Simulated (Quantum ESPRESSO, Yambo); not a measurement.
# Quasiparticle gap of BN (Qingsongite) in Yambo, part 2 of 3

How does a plane-wave GW calculation on BN (Qingsongite) run from the first input to the gap?

Quantum ESPRESSO 7.5 and Yambo 5.3.0; PBE and many-body steps on it, plane waves. Known limits of the many-body steps: not at the basis limit; coarse k mesh.

So far. Step 2 (Ground state): The gap is indirect, with the least direct gap 4.34 eV higher. Step 3 (Bands along the symmetry lines): The gap is 4.535 eV, as in the run before at this level.

### Step 4. Empty states on the mesh, 6×6×6 mesh, 53 bands

Level of this step: DFT, PBE, plane waves, norm-conserving pseudopotentials (Quantum ESPRESSO).

The sums over transitions need many empty states on a uniform mesh; this step solves for them.

The input, pw.in:

```
&control
  calculation = 'nscf'
  prefix = 'x'
  outdir = 'o'
  pseudo_dir = 'pseudo'
/
&system
  ibrav = 0
  nat = 2
  ntyp = 2
  ecutwfc = 72.0
  nbnd = 53
  force_symmorphic = .true.
/
&electrons
  conv_thr = 1e-9
  electron_maxstep = 80
  diago_full_acc = .true.
  diago_thr_init = 5e-6
/
ATOMIC_SPECIES
  B 10.81 B.upf
  N 14.007 N.upf
CELL_PARAMETERS angstrom
  -0.0000000000 1.8075000000 1.8075000000
  1.8075000000 0.0000000000 1.8075000000
  1.8075000000 1.8075000000 -0.0000000000
ATOMIC_POSITIONS crystal
  B 0.0000000000 0.0000000000 0.0000000000
  N 0.2500000000 0.2500000000 0.2500000000
K_POINTS automatic
  6 6 6 0 0 0
```

The run is started by

```
$ OMP_NUM_THREADS=1 mpirun -n 4 pw.x -nk 4 -in pw.in > pw.out
```

Log:

```text
[banner, memory and clock lines left out]
Program PWSCF v.7.5 starts

     Atomic positions and unit cell read from directory:
     o/x.save/

     Message from routine setup:
     using ibrav=0 with symmetry is DISCOURAGED, use correct ibrav instead

     G-vector sticks info

     bravais-lattice index     =            0
     lattice parameter (alat)  =       4.8305  a.u.
     unit-cell volume          =      79.7006 (a.u.)^3
     number of atoms/cell      =            2
     number of atomic types    =            2
     number of electrons       =         8.00
     number of Kohn-Sham states=           53
     kinetic-energy cutoff     =      72.0000  Ry
     charge density cutoff     =     288.0000  Ry
     Exchange-correlation= PBE
                           (   1   4   3   4   0   0   0)

     celldm(1)=   4.830501  celldm(2)=   0.000000  celldm(3)=   0.000000
     celldm(4)=   0.000000  celldm(5)=   0.000000  celldm(6)=   0.000000

     crystal axes: (cart. coord. in units of alat)
               a(1) = (  -0.000000   0.707107   0.707107 )
               a(2) = (   0.707107   0.000000   0.707107 )
               a(3) = (   0.707107   0.707107  -0.000000 )

     reciprocal axes: (cart. coord. in units 2 pi/alat)
               b(1) = ( -0.707107  0.707107  0.707107 )
               b(2) = (  0.707107 -0.707107  0.707107 )
               b(3) = (  0.707107  0.707107 -0.707107 )
     Pseudo is Norm-conserving + core correction, Zval =  3.0
     Generated using ONCVPSP code by D. R. Hamann
     Using radial grid of 1534 points,  4 beta functions with:
     Pseudo is Norm-conserving + core correction, Zval =  5.0
     Generated using ONCVPSP code by D. R. Hamann
     Using radial grid of 1058 points,  4 beta functions with:
     B                 3.00    10.81000     B ( 1.00)
     N                 5.00    14.00700     N ( 1.00)

     24 Sym. Ops. (no inversion) found

   Cartesian axes

     site n.     atom                  positions (alat units)
         1        B      tau(   1) = (   0.0000000   0.0000000   0.0000000  )
         2        N      tau(   2) = (   0.3535534   0.3535534   0.3535534  )

     number of k points=    16
                       cart. coord. in units 2pi/alat
        k(    1) = (   0.0000000   0.0000000   0.0000000), wk =   0.0092593
        k(    2) = (   0.1178511   0.1178511  -0.1178511), wk =   0.0740741
        k(    3) = (   0.2357023   0.2357023  -0.2357023), wk =   0.0740741
[...]
[... 4 further rows ...]
        k(   15) = (  -0.1178511  -0.3535534   0.5892557), wk =   0.2222222
        k(   16) = (  -0.7071068   0.2357023   0.0000000), wk =   0.1111111

     Dense  grid:     6615 G-vectors     FFT dimensions: (  27,  27,  27)

     The potential is recalculated from file :
     o/x.save/charge-density

     Starting wfcs are    8 randomized atomic wfcs +   45 random wfcs

     Band Structure Calculation

     End of band structure calculation

          k = 0.0000 0.0000 0.0000 (   869 PWs)   bands (ev):

    -9.0548  11.1555  11.1555  11.1555  20.0337  20.0337  20.0337  21.5215
    35.9011  39.2725  39.2725  39.6374  39.6374  39.6374  46.8155  58.1892
    58.1892  58.1892  79.7920  79.7920  79.7920  83.7138  83.7138  85.6955
[...]
121.6917 121.8077 129.3129 130.9017 130.9017

          k = 0.1179 0.1179-0.1179 (   830 PWs)   bands (ev):

[...]
130.6049 130.6049 130.7818 133.5552 138.2558

          k = 0.2357 0.2357-0.2357 (   823 PWs)   bands (ev):

[...]
99.9909 102.6041 107.1840 107.1840 110.7330 115.3606 115.3606 116.8121
   116.8121 117.1977 120.8382 128.5228 128.5228 128.6860 134.4981 134.4981
   135.8030 143.1878 143.1878 144.1308 146.0413

          k =-0.3536-0.3536 0.3536 (   832 PWs)   bands (ev):

     [... further k-points ...]

     highest occupied, lowest unoccupied level (ev):    11.1555   15.6904

     XML data file, pseudopotentials, collected wavefunctions
```

Wall time 2 s (4 MPI ranks of Arm Neoverse V1, shared host); peak memory 0.16 GiB.

This step gave:

```
gap                                                           : 4.535 eV
k of the valence top                                          : 0, 0, 0
k of the conduction bottom                                    : 0, -0.5, -0.5
least direct gap                                              : 8.878 eV
k points computed                                             : 16
lowest point of the top converged band, above the valence top : 119.7461 eV
```

On this mesh the gap is 4.535 eV.

### Step 5. Conversion and set-up

This step: Yambo 5.3.0; conversion and set-up on PBE, plane waves, norm-conserving pseudopotentials.

The states are converted to the many-body program's format and the q mesh is built.

The run is started by

```
$ (cd o/x.save; p2y > p2y.log; mv SAVE ../..); yambo > setup.log
```

Log:

```text
 Yambo, version 5.3.0

 [02] CORE Variables Setup
 =========================

  [02.01] Unit cells
  ==================

  Cell kind             :  FCC
  Atoms in the cell     :  B  N
  number of B  atoms    :  1
  number of N  atoms    :  1

  List of atomic masses
  Mass of B     :  10.81000
  Mass of N     :  14.00700

  List of atomic coordinates    : [cc]
  B1       :  0.000000  0.000000  0.000000  order 1
  N1       :  1.707840  1.707840  1.707840  order 2

  Alat factors          :  3.415680  3.415680  3.415680 [a.u.]
  Direct lattice volume :  79.70059 [a.u.]
  Direct lattice vectors:  A[ 1 ]  A[ 2 ]  A[ 3 ]
   A[ 1 ]: -0.000000  1.000000  1.000000  [iru]
  -0.000000  3.415680  3.415680  [cc]
   A[ 2 ]:  1.000000  0.000000  1.000000  [iru]
   3.415680  0.000000  3.415680  [cc]
   A[ 3 ]:  1.000000  1.000000 -0.000000  [iru]
   3.415680  3.415680 -0.000000  [cc]

  Recip. lattice volume :  3.112276 [a.u.]
  Recip. lattice vectors:  B[ 1 ]  B[ 2 ]  B[ 3 ]
   B[ 1 ]: -0.500000  0.500000  0.500000  [iku]
  -0.919756  0.919756  0.919756  [cc]
   B[ 2 ]:  0.500000 -0.500000  0.500000  [iku]
   0.919756 -0.919756  0.919756  [cc]
   B[ 3 ]:  0.500000  0.500000 -0.500000  [iku]
   0.919756  0.919756 -0.919756  [cc]

  [02.02] Symmetries
  ==================

  Inversion symmetry    : yes
  Spatial inversion     : no
  Inversion index       :  25
  K-space Time-reversal : yes
  Magnetic symmetries   : no
  Time-reversal derived K-space symmetries:   25   48
  Group table correct   : yes
  Symmetries units      :  [cc]

   [S  1]:   1.0000     -0.11681E-16 -0.11681E-16 -0.11681E-16   1.0000      0.11681E-16  0.11681E-16  0.11681E-16   1.0000
   [S  2]:  -1.0000      0.11681E-16 -0.11681E-16  0.11681E-16  -1.0000      0.11681E-16 -0.11681E-16 -0.11681E-16   1.0000
   [S  3]:  -1.0000     -0.11681E-16  0.11681E-16  0.11681E-16   1.0000     -0.11681E-16 -0.11681E-16  0.11681E-16  -1.0000
[...]
[S  9]: -0.11681E-16   1.0000     -0.11681E-16  0.11681E-16 -0.11681E-16   1.0000       1.0000      0.11681E-16  0.11681E-16
   [S 10]: -0.11681E-16  -1.0000      0.11681E-16  0.11681E-16  0.11681E-16  -1.0000       1.0000     -0.11681E-16 -0.11681E-16
     [... 36 further rows ...]
   [S*47]:   1.0000     -0.11681E-16  0.11681E-16 -0.11681E-16  0.11681E-16  -1.0000      0.11681E-16   1.0000     -0.11681E-16
   [S*48]:   1.0000      0.11681E-16 -0.11681E-16 -0.11681E-16 -0.11681E-16   1.0000      0.11681E-16  -1.0000      0.11681E-16

  [02.03] Reciprocal space
  ========================

  nG shells         :  117
  nG charge         :   6615
  nG WFs            :  1182
  nC WFs            :   869
  G-vecs. in first 11 shells:  [ Number ]
     1    9   15   27   51   59   65   89  113
   137  169
  ...
  Shell energy in first 11 shells:  [ mHa ]
    0.00000      1268.93      1691.90      3383.81      4652.73      5075.71      6767.61      8036.54      8459.51
[...]
WF components:   826
  K [16]         [rlu]:  0.166667 -0.500000 -0.333333
         WF components:   820

  [02.05] Energies & Occupations
  ==============================

  [X] === General ===
  [X] Electronic Temperature                        :  0.000000  0.000000 [eV K]
  [X] Bosonic    Temperature                        :  0.000000  0.000000 [eV K]
  [X] Finite Temperature mode                       : no
  [X] El. density                                   :  0.67737E+24 [cm-3]
  [X] Fermi Level                                   :  11.15554 [eV]

  [X] === Gaps and Widths ===
  [X] Conduction Band Min                           :  4.534823 [eV]
  [X] Valence Band Max                              :  0.000000 [eV]
  [X] Filled Bands                                  :   4
  [X] Empty Bands                                   :    5   53
  [X] Direct Gap                                    :  8.878135 [eV]
  [X] Direct Gap localized at k                     :  1
  [X] Indirect Gap                                  :  4.534823 [eV]
  [X] Indirect Gap between kpts                     :   1  13
  [X] Last valence band width                       :  6.145336 [eV]
  [X] 1st conduction band width                     :  5.828507 [eV]

  E @ K [ 1]:  [eV]
   -20.2103    -0.336875E-8 -0.274598E-8   0.00000      8.87814      8.87814      8.87814      10.3660
  occ @ K [ 1]
   2.000000  2.000000  2.000000  2.000000  0.000000  0.000000  0.000000  0.000000
  E @ K [ 2]:  [eV]
  -19.54041  -3.00277  -0.61985  -0.61985   9.39686   9.78647   9.78647  12.24945
  occ @ K [ 2]
[...]
E @ K [ 3]:  [eV]
[...]
occ @ K [ 3]
[...]
E @ K [ 8]:  [eV]
[...]
occ @ K [ 8]
[...]
E @ K [ 9]:  [eV]
[...]
occ @ K [ 9]
[...]
E @ K [10]:  [eV]
[...]
occ @ K [10]
[...]
E @ K [11]:  [eV]
[...]
occ @ K [11]
[...]
E @ K [12]:  [eV]
[...]
occ @ K [12]
[...]
E @ K [13]:  [eV]
[...]
occ @ K [13]
[...]
E @ K [14]:  [eV]
[...]
occ @ K [14]
[...]
E @ K [15]:  [eV]
[...]
occ @ K [15]
[...]
E @ K [16]:  [eV]
  -14.39247  -8.18148  -6.18906  -6.14534   7.83108  12.11010  15.10488  16.81388
  occ @ K [16]
   2.000000  2.000000  2.000000  2.000000  0.000000  0.000000  0.000000  0.000000

 [03] Transferred momenta grid and indexing
 ==========================================

 IBZ Q-points                                      :  16
 BZ  Q-points                                      :  216

 K/Q-points units:
 rlu = crystal or reduced units; cc = cartesian coordinates; iku = interal k-units

 Q [ 1]         [rlu]:  0.000000  0.000000  0.000000
 Q [ 2]         [rlu]:  0.14683E-18  0.14683E-18  0.16667
 Q [ 3]         [rlu]: -0.21279E-17 -0.21279E-17  0.33333
[...]
Q [ 8]         [rlu]:  0.44825E-16  0.16667     -0.33333
 Q [ 9]         [rlu]:  0.21279E-17  0.16667     -0.16667
 Q [10]         [rlu]: -0.33909E-16  0.33333      0.33333
     [... 4 further rows ...]
 Q [15]         [rlu]:  0.166667  0.333333 -0.333333
 Q [16]         [rlu]:  0.166667 -0.500000 -0.333333

  [03.01] X indexes
  =================

   [03.01.01] Sigma indexes
   ========================

 [06] Game Over & Game summary
```

The job ended after 1.9 s (1 MPI rank; peak memory 0.23 GiB).

[end of part 2 of 3]

[Paths, hosts, dates, memory and timing lines, banners, echoed tables and standing remarks are left out of the program output.]

[Logs are printed without paths, hosts, clocks, repeated set-up lines and the standing remarks that a program may print on its own settings, such as how far it seeks lower states.]

[Runs of the session that timed out or met a known fault of the program may be left out.]

[Hosts, paths, dates, database ids (printed as entryN), source tags and the programs' standing remarks are cut or masked in the printed files.]
